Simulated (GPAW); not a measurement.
A calculation with GPAW 26.7.0 of BN (ASE script, structure typed inline):

run.py

```python
from ase import Atoms
from ase.dft.bandgap import bandgap
from ase.io import write
from ase.units import GPa
from gpaw import GPAW, PW

atoms = Atoms(['N', 'N', 'B', 'B'],
              cell=[[2.49824, 0.0, 0.0],
                    [-1.24912, 2.1635393048, 0.0],
                    [0.0, 0.0, 6.6357]],
              scaled_positions=[[0.6666666667, 0.3333333333, 0.25],
                                [0.3333333333, 0.6666666667, 0.75],
                                [0.6666666667, 0.3333333333, 0.75],
                                [0.3333333333, 0.6666666667, 0.25]],
              pbc=True)

calc = GPAW(mode=PW(800),
            xc='PBE',
            kpts={'size': (12, 12, 4), 'gamma': True},
            occupations={'name': 'fermi-dirac', 'width': 0.05},
            nbands=18,
            convergence={'density': 1e-05, 'energy': 1e-05},
            maxiter=150,
            txt='gpaw.txt')
atoms.calc = calc
energy = atoms.get_potential_energy()
forces = atoms.get_forces()
stress = atoms.get_stress()
calc.write('gs.gpw')
write('result.traj', atoms)
print(f'Energy: {energy:.6f} eV')
print('Forces (eV/A):')
print(forces.round(4))
print('Stress (GPa):', (stress / GPa).round(3))
print('Fermi level:', round(calc.get_fermi_level(), 4), 'eV')
print(f'Gap: {bandgap(calc)[0]:.4f} eV, direct: {bandgap(calc, direct=True)[0]:.4f} eV')
```

Potentials or basis: GPAW PAW data sets (gpaw-data 1.2.1), pw.

Run with:

```bash
$ OMP_NUM_THREADS=1 python run.py
```

Problem. Write the same calculation in another form: native input, structure from a P1 CIF.

Solution. As run:

Contents of run.py:

```python
from ase.io import read
from gpaw import PW
from gpaw.dft import DFT

atoms = read('BN.cif')

dft = DFT(atoms,
          mode=PW(800),
          xc='PBE',
          kpts={'size': (12, 12, 4), 'gamma': True},
          occupations={'name': 'fermi-dirac', 'width': 0.05},
          nbands=18,
          convergence={'density': 1e-05, 'energy': 1e-05},
          maxiter=150,
          txt='gpaw.txt')
print(f'Energy: {dft.calculate_energy():.6f} eV')
print('Forces (eV/A):')
print(dft.calculate_forces().round(4))
print('Stress (eV/A^3):', dft.calculate_stress().round(6))
dft.write_gpw_file('gs.gpw')
```

Contents of BN.cif:

```cif
data_BN
_cell_length_a 2.49824000
_cell_length_b 2.49824000
_cell_length_c 6.63570000
_cell_angle_alpha 90.00000000
_cell_angle_beta 90.00000000
_cell_angle_gamma 120.00000000
_space_group_name_H-M_alt 'P1'
_space_group_name_Hall 'P 1'
_space_group_IT_number 1
loop_
_space_group_symop_operation_xyz
'x,y,z'
loop_
_atom_site_label
_atom_site_type_symbol
_atom_site_symmetry_multiplicity
_atom_site_Wyckoff_symbol
_atom_site_fract_x
_atom_site_fract_y
_atom_site_fract_z
_atom_site_occupancy
N1 N 1 a 0.6666666667 0.3333333333 0.2500000000 1
N2 N 1 a 0.3333333333 0.6666666667 0.7500000000 1
B1 B 1 a 0.6666666667 0.3333333333 0.7500000000 1
B2 B 1 a 0.3333333333 0.6666666667 0.2500000000 1
```

Potentials or basis: GPAW PAW data sets (gpaw-data 1.2.1), pw.

Launch:

```bash
$ OMP_NUM_THREADS=1 python run.py
```

Both were run:

|  | ASE script, structure typed inline | native input, structure from a P1 CIF |
| --- | --- | --- |
| Pressure | 4.3 GPa | 4.3 GPa |
| Band gap on the k mesh | 4.29 eV, indirect (least direct gap 4.66 eV) | 4.29 eV, indirect (least direct gap 4.66 eV) |

Keys that steer only the numerical path or the files written may differ.

Caveat: this functional lacks dispersion, which binds the layers, so the pressure and a relaxed spacing across them are unreliable.
